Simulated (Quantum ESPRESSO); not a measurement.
# Cl (Cmce) in Quantum ESPRESSO: equation of state

How stiff is Cl in PBEsol, and what volume does it want? The cell is scaled to several volumes.

Program: Quantum ESPRESSO 7.5. These are calculated values, not measurements. Logs are shortened: lines on timing, memory, paths and dates and some standing lists are left out, and cuts for length are marked.

### Step 1. The crystal as given

The structure is orthorhombic, space group Cmce (No. 64). The conventional cell has a = 6.290 Å, b = 4.500 Å, c = 8.210 Å, α = 90.00°, β = 90.00°, γ = 90.00°. Around Cl (site symmetry m) lie 1 Cl at 2.02 Å.

### Step 2. Single point, PBEsol, 27.31 Å³/atom

Input file pw.in:

```
&CONTROL
  calculation = 'scf'
  prefix = 'pwscf'
  outdir = './tmp'
  pseudo_dir = './pseudo'
  tprnfor = .true.
  tstress = .true.
  disk_io = 'nowf'
/
&SYSTEM
  ibrav = 0
  nat = 4
  ntyp = 1
  ecutwfc = 45
  ecutrho = 360
  nbnd = 21
  occupations = 'smearing'
  smearing = 'fd'
  degauss = 0.00367493
/
&ELECTRONS
  conv_thr = 8d-10
  electron_maxstep = 120
  mixing_beta = 0.5
/
ATOMIC_SPECIES
Cl    35.4500 cl_pbesol_v1.4.uspp.F.UPF
CELL_PARAMETERS angstrom
   3.0807983119   -2.2040687446    0.0000000000
   3.0807983119    2.2040687446    0.0000000000
   0.0000000000    0.0000000000    8.0424019526
ATOMIC_POSITIONS crystal
Cl     0.3700000000    0.6300000000    0.4000000000
Cl     0.1300000000    0.8700000000    0.9000000000
Cl     0.6300000000    0.3700000000    0.6000000000
Cl     0.8700000000    0.1300000000    0.1000000000
K_POINTS automatic
7 7 4 0 0 0
```

Potentials or basis: GBRV 1.5 PBEsol.

Command:

```
$ OMP_NUM_THREADS=1 mpirun -n 2 pw.x -nk 2 -in pw.in > pw.out
```

pw.out:

```text
This program is part of the open-source Quantum ESPRESSO suite
     for quantum simulation of materials; please cite
         "P. Giannozzi et al., J. Phys.:Condens. Matter 21 395502 (2009);
         "P. Giannozzi et al., J. Phys.:Condens. Matter 29 465901 (2017);
         "P. Giannozzi et al., J. Chem. Phys. 152 154105 (2020);
     in publications or presentations arising from this work. More details at

     Message from routine setup:
     using ibrav=0 with symmetry is DISCOURAGED, use correct ibrav instead

     K-points division:     npool     =       2
     Subspace diagonalization in iterative solution of the eigenvalue problem:
     a serial algorithm will be used

     G-vector sticks info
     --------------------
     sticks:   dense  smooth     PW     G-vecs:    dense   smooth      PW
     Sum        1395     697    213                85009    30065    5019

     Using Slab Decomposition

     bravais-lattice index     =            0
     lattice parameter (alat)  =       7.1584  a.u.
     unit-cell volume          =     737.0565 (a.u.)^3
     number of atoms/cell      =            4
     number of atomic types    =            1
     number of electrons       =        28.00
     number of Kohn-Sham states=           21
     kinetic-energy cutoff     =      45.0000  Ry
     charge density cutoff     =     360.0000  Ry
     scf convergence threshold =      8.0E-10
     mixing beta               =       0.5000
     number of iterations used =            8  plain     mixing
     Exchange-correlation= SLA  PW   PSX  PSC
                           (   1   4  10   8   0   0   0)

     celldm(1)=   7.158356  celldm(2)=   0.000000  celldm(3)=   0.000000
     celldm(4)=   0.000000  celldm(5)=   0.000000  celldm(6)=   0.000000

     crystal axes: (cart. coord. in units of alat)
               a(1) = (   0.813296  -0.581850   0.000000 )
               a(2) = (   0.813296   0.581850   0.000000 )
               a(3) = (   0.000000   0.000000   2.123104 )

     reciprocal axes: (cart. coord. in units 2 pi/alat)
               b(1) = (  0.614782 -0.859329  0.000000 )
               b(2) = (  0.614782  0.859329 -0.000000 )
               b(3) = ( -0.000000  0.000000  0.471008 )

     PseudoPot. # 1 for Cl read from file:
     cl_pbesol_v1.4.uspp.F.UPF
     Pseudo is Ultrasoft + core correction, Zval =  7.0
     Generated by new atomic code, or converted to UPF format
     Using radial grid of  909 points,  6 beta functions with:
                l(1) =   0
                l(2) =   0
                l(3) =   1
                l(4) =   1
                l(5) =   2
                l(6) =   2
     Q(r) pseudized with  8 coefficients,  rinner =    1.300   1.300   1.300
                                                       1.300   1.300

     atomic species   valence    mass     pseudopotential
     Cl                7.00    35.45000     Cl( 1.00)

      8 Sym. Ops., with inversion, found ( 4 have fractional translation)

   Cartesian axes

     site n.     atom                  positions (alat units)
         1        Cl     tau(   1) = (   0.8132964   0.1512809   0.8492418  )
         2        Cl     tau(   2) = (   0.8132964   0.4305687   1.9107940  )
         3        Cl     tau(   3) = (   0.8132964  -0.1512809   1.2738627  )
         4        Cl     tau(   4) = (   0.8132964  -0.4305687   0.2123104  )

     number of k points=    48  Fermi-Dirac smearing, width (Ry)=  0.0037
                       cart. coord. in units 2pi/alat
        k(    1) = (   0.0000000   0.0000000   0.0000000), wk =   0.0102041
        k(    2) = (   0.0000000   0.0000000   0.1177521), wk =   0.0204082
        k(    3) = (   0.0000000   0.0000000  -0.2355042), wk =   0.0102041
        k(    4) = (   0.0878260   0.1227612   0.0000000), wk =   0.0408163
        k(    5) = (   0.0878260   0.1227612   0.1177521), wk =   0.0816327
        k(    6) = (   0.0878260   0.1227612  -0.2355042), wk =   0.0408163
[... 40 lines left out ...]
        k(   47) = (  -0.0000000  -0.7365674   0.1177521), wk =   0.0408163
        k(   48) = (  -0.0000000  -0.7365674  -0.2355042), wk =   0.0204082

     Dense  grid:    85009 G-vectors     FFT dimensions: (  48,  48,  96)

     Smooth grid:    30065 G-vectors     FFT dimensions: (  32,  32,  72)

     Initial potential from superposition of free atoms

     starting charge      28.0000, renormalised to      28.0000

     negative rho (up, down):  6.088E-02 0.000E+00
     Starting wfcs are   16 randomized atomic wfcs +    5 random wfcs

     Self-consistent Calculation

     iteration #  1     ecut=    45.00 Ry     beta= 0.50
     Davidson diagonalization with overlap
     ethr =  1.00E-02,  avg # of iterations =  6.3

     Threshold (ethr) on eigenvalues was too large:
     Diagonalizing with lowered threshold

     Davidson diagonalization with overlap
     ethr =  3.49E-04,  avg # of iterations =  4.3

     negative rho (up, down):  6.049E-02 0.000E+00

     total energy              =    -132.80845949 Ry
     estimated scf accuracy    <       0.09385095 Ry

     iteration #  2     ecut=    45.00 Ry     beta= 0.50
     Davidson diagonalization with overlap
     ethr =  3.35E-04,  avg # of iterations =  1.0

     negative rho (up, down):  6.016E-02 0.000E+00

     total energy              =    -132.80697912 Ry
     estimated scf accuracy    <       0.01420601 Ry

     iteration #  3     ecut=    45.00 Ry     beta= 0.50
     Davidson diagonalization with overlap
     ethr =  5.07E-05,  avg # of iterations =  4.4

     negative rho (up, down):  5.995E-02 0.000E+00

     total energy              =    -132.80834870 Ry
     estimated scf accuracy    <       0.00015310 Ry

     iteration #  4     ecut=    45.00 Ry     beta= 0.50
     Davidson diagonalization with overlap
     c_bands:  1 eigenvalues not converged
     c_bands:  1 eigenvalues not converged
     ethr =  5.47E-07,  avg # of iterations =  8.6

     negative rho (up, down):  5.979E-02 0.000E+00

     total energy              =    -132.80843233 Ry
     estimated scf accuracy    <       0.00002281 Ry

     iteration #  5     ecut=    45.00 Ry     beta= 0.50
     Davidson diagonalization with overlap
     ethr =  8.15E-08,  avg # of iterations =  3.9

     negative rho (up, down):  5.977E-02 0.000E+00

[... 45 lines left out ...]
    -1.9735  -1.7812   0.3313   0.4637   0.8356   0.9158   4.0603   4.0974
     9.1360   9.7176  10.1911  11.4264  11.6820

          k =-0.1757-0.4910 0.1178 (  3761 PWs)   bands (ev):

   -15.7241 -15.7107 -11.3576 -11.3300  -4.2643  -4.2327  -2.7437  -2.6922
    -1.9813  -1.8358   0.3903   0.6048   0.8424   0.9638   4.0078   4.0466
     9.2627   9.7344  10.3591  11.1859  11.3681

          k =-0.1757-0.4910-0.2355 (  3776 PWs)   bands (ev):

   -15.7173 -15.7173 -11.3448 -11.3448  -4.1831  -4.1831  -2.8271  -2.8271
    -1.9343  -1.9343   0.5563   0.5563   0.9694   0.9694   3.9732   3.9732
     9.5620   9.5620  10.8503  10.8504  11.1071

          k =-0.0878-0.3683 0.0000 (  3755 PWs)   bands (ev):

   -15.7996 -15.7190 -11.4648 -11.2432  -4.5196  -4.0483  -2.4514  -2.3108
    -1.9678  -1.7583   0.4817   0.6026   0.7823   0.9488   3.9670   4.2089
     9.3781   9.4028  10.2363  10.5085  11.5888

          k =-0.0878-0.3683 0.1178 (  3770 PWs)   bands (ev):

   -15.7881 -15.7311 -11.4335 -11.2769  -4.4193  -4.0648  -2.5575  -2.3875
    -1.9611  -1.7985   0.5505   0.6817   0.9038   0.9088   3.9532   4.1388
     9.3764   9.4119  10.2227  10.7351  11.4681

          k =-0.0878-0.3683-0.2355 (  3766 PWs)   bands (ev):

   -15.7598 -15.7598 -11.3564 -11.3564  -4.2008  -4.2008  -2.5643  -2.5643
    -1.8926  -1.8926   0.6888   0.6888   0.9467   0.9467   4.0028   4.0028
     9.3790   9.3790  10.6320  10.6320  11.2661

          k =-0.0000-0.2455 0.0000 (  3773 PWs)   bands (ev):

   -15.9082 -15.7477 -11.5672 -11.1208  -4.6090  -3.8216  -2.1720  -2.0955
    -1.7309  -1.5665   0.6421   0.6753   0.7270   0.9610   3.7390   4.2637
     8.6487   8.8642  10.0993  10.7480  11.1513

          k =-0.0000-0.2455 0.1178 (  3762 PWs)   bands (ev):

   -15.8860 -15.7726 -11.5032 -11.1880  -4.4970  -3.9333  -2.2514  -2.0365
    -1.7086  -1.5925   0.5921   0.7180   0.8095   0.9197   3.8106   4.1942
     8.6081   8.8829  10.2825  10.8083  11.2411

          k =-0.0000-0.2455-0.2355 (  3768 PWs)   bands (ev):

   -15.8306 -15.8306 -11.3471 -11.3471  -4.2181  -4.2181  -2.1556  -2.1556
    -1.6523  -1.6523   0.7199   0.7199   0.8195   0.8195   4.0046   4.0046
     8.7243   8.7243  10.7568  10.7568  11.1582

          k = 0.3513 0.0000 0.0000 (  3744 PWs)   bands (ev):

   -15.8531 -15.6657 -11.5157 -11.0065  -4.5064  -3.8003  -2.5240  -2.2410
    -2.0535  -2.0016   0.1775   0.3767   0.5965   0.9597   3.7859   4.0737
     9.4219   9.5661   9.6626  10.4622  10.8356

          k = 0.3513 0.0000 0.1178 (  3743 PWs)   bands (ev):

   -15.8275 -15.6951 -11.4420 -11.0823  -4.4240  -3.9362  -2.4894  -2.2976
    -1.9501  -1.9447   0.1016   0.4382   0.5476   0.9274   3.7812   3.9900
     9.5961   9.6764  10.0917  10.6597  10.7242

          k = 0.3513 0.0000-0.2355 (  3734 PWs)   bands (ev):
[... 23 lines left out ...]
          k =-0.0878-0.6138 0.0000 (  3757 PWs)   bands (ev):

   -15.7287 -15.6405 -11.4035 -11.1896  -4.3636  -4.0908  -2.8626  -2.5407
    -2.1972  -2.1689   0.1223   0.3374   0.8047   0.9913   3.8573   4.0290
     9.4125   9.7393  10.5656  10.8316  11.6549

          k =-0.0878-0.6138 0.1178 (  3747 PWs)   bands (ev):

   -15.7161 -15.6538 -11.3727 -11.2216  -4.3086  -4.0962  -2.8236  -2.6260
    -2.2758  -2.1769   0.2343   0.4523   0.7650   0.9058   3.8647   3.9992
     9.6570   9.8909  10.3540  10.8718  11.2527

          k =-0.0878-0.6138-0.2355 (  3756 PWs)   bands (ev):

   -15.6853 -15.6853 -11.2978 -11.2978  -4.1796  -4.1796  -2.7298  -2.7298
    -2.2873  -2.2873   0.5155   0.5155   0.7146   0.7146   3.9220   3.9220
    10.1199  10.1199  10.3488  10.3489  11.1875

          k = 0.0000-0.4910 0.0000 (  3769 PWs)   bands (ev):

   -15.7095 -15.7062 -11.3402 -11.3340  -4.3412  -4.2251  -2.5607  -2.3128
    -2.3032  -2.1504   0.2775   0.4785   0.8256   0.9936   4.0614   4.0617
     9.7341   9.8713  10.7230  10.8959  11.6356

          k = 0.0000-0.4910 0.1178 (  3756 PWs)   bands (ev):

   -15.7089 -15.7066 -11.3403 -11.3359  -4.2766  -4.1870  -2.5100  -2.4544
    -2.4058  -2.2227   0.3923   0.6479   0.8957   0.8991   4.0108   4.0232
     9.9317   9.9998  10.6323  10.8390  11.3037

          k = 0.0000-0.4910-0.2355 (  3764 PWs)   bands (ev):

   -15.7077 -15.7077 -11.3391 -11.3391  -4.1755  -4.1755  -2.5518  -2.5518
    -2.3767  -2.3767   0.6520   0.6520   0.8916   0.8916   3.9706   3.9706
    10.3282  10.3283  10.4967  10.4967  10.8971

          k = 0.5270-0.0000 0.0000 (  3768 PWs)   bands (ev):

   -15.7584 -15.5953 -11.4420 -11.0191  -4.3970  -3.8711  -3.1350  -2.6176
    -2.1364  -2.0815  -0.0416   0.0183   0.6037   1.0138   3.7661   3.9578
     9.3105   9.4180   9.5445  10.0800  11.4120

          k = 0.5270-0.0000 0.1178 (  3748 PWs)   bands (ev):

   -15.7358 -15.6206 -11.3803 -11.0815  -4.3397  -3.9756  -3.0744  -2.7149
    -2.0740  -2.0163   0.0004   0.1813   0.4620   0.8799   3.7417   3.8833
     9.4586   9.5748  10.1314  10.2463  11.1519

          k = 0.5270-0.0000-0.2355 (  3724 PWs)   bands (ev):

   -15.6796 -15.6796 -11.2312 -11.2312  -4.1795  -4.1795  -2.9114  -2.9114
    -1.9830  -1.9830   0.1822   0.1822   0.5430   0.5430   3.7645   3.7645
     9.7704   9.7704  10.6631  10.6632  11.2090

          k =-0.0000-0.7366 0.0000 (  3753 PWs)   bands (ev):

   -15.7362 -15.5964 -11.4232 -11.0697  -4.3712  -3.9321  -3.1476  -2.6042
    -2.2451  -2.1299  -0.0590   0.1163   0.6895   1.0196   3.7581   3.9571
     9.0373   9.7873   9.9886  10.1173  11.5010

          k =-0.0000-0.7366 0.1178 (  3737 PWs)   bands (ev):

   -15.7167 -15.6179 -11.3716 -11.1218  -4.3189  -4.0070  -3.0836  -2.7053
    -2.2397  -2.0750   0.1141   0.1619   0.5864   0.8701   3.7550   3.9157
     9.3506   9.7092  10.1671  10.5730  11.1979

          k =-0.0000-0.7366-0.2355 (  3724 PWs)   bands (ev):

   -15.6683 -15.6683 -11.2470 -11.2470  -4.1749  -4.1749  -2.9118  -2.9118
    -2.1289  -2.1289   0.3478   0.3478   0.5028   0.5028   3.8130   3.8130
     9.7946   9.7946  10.6320  10.6321  11.1464

     the Fermi energy is     2.3169 ev

!    total energy              =    -132.80844125 Ry
     estimated scf accuracy    <          6.8E-10 Ry
     smearing contrib. (-TS)   =      -0.00000000 Ry
     internal energy E=F+TS    =    -132.80844125 Ry

     The total energy is F=E-TS. E is the sum of the following terms:
     one-electron contribution =     -27.22385659 Ry
     hartree contribution      =      24.04199017 Ry
     xc contribution           =     -37.15176950 Ry
     ewald contribution        =     -92.47480533 Ry

     convergence has been achieved in   8 iterations

     negative rho (up, down):  5.976E-02 0.000E+00

     Forces acting on atoms (cartesian axes, Ry/au):

     atom    1 type  1   force =    -0.00000000    0.01156425   -0.02266946
     atom    2 type  1   force =     0.00000000   -0.01156425   -0.02266946
     atom    3 type  1   force =    -0.00000000   -0.01156425    0.02266946
     atom    4 type  1   force =     0.00000000    0.01156425    0.02266946

     Total force =     0.050897     Total SCF correction =     0.000044

     Computing stress (Cartesian axis) and pressure

     negative rho (up, down):  5.976E-02 0.000E+00
          total   stress  (Ry/bohr**3)                   (kbar)     P=        9.24
   0.00002824   0.00000000   0.00000000            4.15        0.00        0.00
  -0.00000000   0.00004489   0.00000000           -0.00        6.60        0.00
   0.00000000   0.00000000   0.00011533            0.00        0.00       16.96

=------------------------------------------------------------------------------=
   JOB DONE.
=------------------------------------------------------------------------------=
```

Wall time 37 s (2 MPI ranks of Arm Neoverse V1, shared host); peak memory 0.46 GiB.

Results:

```yaml
Free_energy: -1806.9509 eV
Pressure: 0.9 GPa
Largest_force: 0.654 eV/Å
Band_gap_on_the_k_mesh: 2.67 eV, indirect (least direct gap 2.73 eV)
```

Caveat: an odd mesh through Γ misses points on the zone boundary, where band edges often lie.

### Step 3. Single point, PBEsol, 27.89 Å³/atom

pw.in, as its differences from that of step 2:

```diff
@@ -28,5 +28,5 @@
 CELL_PARAMETERS angstrom
-   3.0807983119   -2.2040687446    0.0000000000
-   3.0807983119    2.2040687446    0.0000000000
-   0.0000000000    0.0000000000    8.0424019526
+   3.1024947895   -2.2195908669    0.0000000000
+   3.1024947895    2.2195908669    0.0000000000
+   0.0000000000    0.0000000000    8.0990404521
 ATOMIC_POSITIONS crystal
```

Potentials or basis: GBRV 1.5 PBEsol.

Command:

```
$ OMP_NUM_THREADS=1 mpirun -n 2 pw.x -nk 2 -in pw.in > pw.out
```

It took 38 s on 2 MPI ranks of Arm Neoverse V1, shared host; peak memory 0.48 GiB.

The run converged. Its results:

| Quantity | Value |
| --- | --- |
| Free energy | -1806.9596 eV |
| Pressure | 0.3 GPa |
| Largest force | 0.376 eV/Å |
| Band gap on the k mesh | 2.59 eV, indirect (least direct gap 2.65 eV) |

Caveat: an odd mesh through Γ misses points on the zone boundary, where band edges often lie.

### Step 4. Single point, PBEsol, 28.47 Å³/atom

pw.in, as its differences from that of step 3:

```diff
@@ -28,5 +28,5 @@
 CELL_PARAMETERS angstrom
-   3.1024947895   -2.2195908669    0.0000000000
-   3.1024947895    2.2195908669    0.0000000000
-   0.0000000000    0.0000000000    8.0990404521
+   3.1238919815   -2.2348988739    0.0000000000
+   3.1238919815    2.2348988739    0.0000000000
+   0.0000000000    0.0000000000    8.1548976686
 ATOMIC_POSITIONS crystal
```

Command:

```
$ OMP_NUM_THREADS=1 mpirun -n 2 pw.x -nk 2 -in pw.in > pw.out
```

It took 42 s on 2 MPI ranks of Arm Neoverse V1, shared host; peak memory 0.48 GiB.

The run converged. Its results:

```yaml
Free_energy: -1806.9590 eV
Pressure: -0.3 GPa
Largest_force: 0.141 eV/Å
Band_gap_on_the_k_mesh: 2.51 eV, indirect (least direct gap 2.57 eV)
```

Caveat: an odd mesh through Γ misses points on the zone boundary, where band edges often lie.

### Step 5. Single point, PBEsol, 29.05 Å³/atom

pw.in, as its differences from that of step 4:

```diff
@@ -28,5 +28,5 @@
 CELL_PARAMETERS angstrom
-   3.1238919815   -2.2348988739    0.0000000000
-   3.1238919815    2.2348988739    0.0000000000
-   0.0000000000    0.0000000000    8.1548976686
+   3.1450000000   -2.2500000000    0.0000000000
+   3.1450000000    2.2500000000    0.0000000000
+   0.0000000000    0.0000000000    8.2100000000
 ATOMIC_POSITIONS crystal
```

Command:

```
$ OMP_NUM_THREADS=1 mpirun -n 2 pw.x -nk 2 -in pw.in > pw.out
```

Run time: 46 s. Hardware: 2 MPI ranks of Arm Neoverse V1, shared host; peak memory 0.5 GiB.

Results (log left out):

* Free energy: -1806.9503 eV
* Pressure: -0.9 GPa
* Largest force: 0.174 eV/Å
* Band gap on the k mesh: 2.44 eV, indirect (least direct gap 2.50 eV)

Caveat: an odd mesh through Γ misses points on the zone boundary, where band edges often lie.

### Step 6. Single point, PBEsol, 29.63 Å³/atom

pw.in, as its differences from that of step 5:

```diff
@@ -28,5 +28,5 @@
 CELL_PARAMETERS angstrom
-   3.1450000000   -2.2500000000    0.0000000000
-   3.1450000000    2.2500000000    0.0000000000
-   0.0000000000    0.0000000000    8.2100000000
+   3.1658284216   -2.2649010965    0.0000000000
+   3.1658284216    2.2649010965    0.0000000000
+   0.0000000000    0.0000000000    8.2643724455
 ATOMIC_POSITIONS crystal
```

Potentials or basis: GBRV 1.5 PBEsol.

Command:

```
$ OMP_NUM_THREADS=1 mpirun -n 2 pw.x -nk 2 -in pw.in > pw.out
```

Wall time 46 s (2 MPI ranks of Arm Neoverse V1, shared host); peak memory 0.5 GiB.

It converged, with:

```
Free energy            : -1806.9343 eV
Pressure               : -1.4 GPa
Largest force          : 0.384 eV/Å
Band gap on the k mesh : 2.37 eV, indirect (least direct gap 2.43 eV)
```

Caveat: an odd mesh through Γ misses points on the zone boundary, where band edges often lie.

### Step 7. Single point, PBEsol, 30.21 Å³/atom

pw.in, as its differences from that of step 6:

```diff
@@ -28,5 +28,5 @@
 CELL_PARAMETERS angstrom
-   3.1658284216   -2.2649010965    0.0000000000
-   3.1658284216    2.2649010965    0.0000000000
-   0.0000000000    0.0000000000    8.2643724455
+   3.1863863250   -2.2796086586    0.0000000000
+   3.1863863250    2.2796086586    0.0000000000
+   0.0000000000    0.0000000000    8.3180387054
 ATOMIC_POSITIONS crystal
```

Command:

```
$ OMP_NUM_THREADS=1 mpirun -n 2 pw.x -nk 2 -in pw.in > pw.out
```

Run time: 46 s. Hardware: 2 MPI ranks of Arm Neoverse V1, shared host; peak memory 0.5 GiB.

Results (log left out):

```
Free energy            : -1806.9118 eV
Pressure               : -1.8 GPa
Largest force          : 0.590 eV/Å
Band gap on the k mesh : 2.31 eV, indirect (least direct gap 2.36 eV)
```

Caveat: an odd mesh through Γ misses points on the zone boundary, where band edges often lie.

### Step 8. Single point, PBEsol, 30.79 Å³/atom

pw.in, as its differences from that of step 7:

```diff
@@ -28,5 +28,5 @@
 CELL_PARAMETERS angstrom
-   3.1863863250   -2.2796086586    0.0000000000
-   3.1863863250    2.2796086586    0.0000000000
-   0.0000000000    0.0000000000    8.3180387054
+   3.2066823265   -2.2941288504    0.0000000000
+   3.2066823265    2.2941288504    0.0000000000
+   0.0000000000    0.0000000000    8.3710212721
 ATOMIC_POSITIONS crystal
```

Command:

```
$ OMP_NUM_THREADS=1 mpirun -n 2 pw.x -nk 2 -in pw.in > pw.out
```

Wall time 47 s (2 MPI ranks of Arm Neoverse V1, shared host); peak memory 0.52 GiB.

The run converged. Its results:

* Free energy: -1806.8835 eV
* Pressure: -2.2 GPa
* Largest force: 0.784 eV/Å
* Band gap on the k mesh: 2.24 eV, indirect (least direct gap 2.29 eV)

Caveat: an odd mesh through Γ misses points on the zone boundary, where band edges often lie.

### Step 9. Equation of state, PBEsol

Potentials or basis: GBRV 1.5 PBEsol.

This step only gathers the single runs of the series.

What came out:

* Equilibrium volume: 28.14 Å³/atom
* Bulk modulus at fixed shape and positions: 29 GPa
* Pressure derivative of the bulk modulus: 4.6

Energy against volume, from the lowest point:
| volume (Å³/atom) | energy (meV/atom) |
| --- | --- |
| 27.305 | 2.17 |
| 27.886 | 0.00 |
| 28.467 | 0.13 |
| 29.048 | 2.31 |
| 29.629 | 6.32 |
| 30.210 | 11.95 |
| 30.791 | 19.03 |

Caveat: the cell was scaled at fixed shape and fractional positions, which overstates the stiffness of a crystal with free parameters, most of all of layers and chains.
